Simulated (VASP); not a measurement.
A run of VASP 6.6.1 is set up as follows.

Contents of INCAR:

```
SYSTEM = BaS
ALGO = Normal ; EDIFF = 1E-6
ENCUT = 520 ; GGA = PE
ISIF = 2 ; ISMEAR = -1
LASPH = .True. ; LCHARG = .True.
LELF = .True. ; LREAL = .False.
LVHAR = .True. ; LWAVE = .False.
NBANDS = 24 ; NELM = 100
PREC = Accurate ; SIGMA = 0.02
```

KPOINTS

```
k-points
0
Gamma
  6 6 4
  0 0 0
```

POSCAR

```
BaS
1.0
    4.4421900019      0.0000000000      0.0000000000
   -2.2210950010      3.8470493901      0.0000000000
    0.0000000000      0.0000000000      8.0698814781
Ba S
2 2
Direct
    0.0000000000      0.0000000000      0.0000000000
    0.0000000000      0.0000000000      0.5000000000
    0.3333333333      0.6666666667      0.2500000000
    0.6666666667      0.3333333333      0.7500000000
```

Potentials or basis: VASP PAW PBE potentials, release 64 (Ba_sv, S).

Run with:

```sh
$ cat potpaw_PBE.64/Ba_sv/POTCAR potpaw_PBE.64/S/POTCAR > POTCAR
$ mpirun -np 1 vasp_std > vasp.out
```

(1) Estimate the pressure.

(2) Predict the band gap on the k mesh.

## Answers

(1) -0.8 GPa.

(2) 2.23 eV, direct.

Caveat: spin-orbit coupling is left out, which moves the levels of the heavy elements.
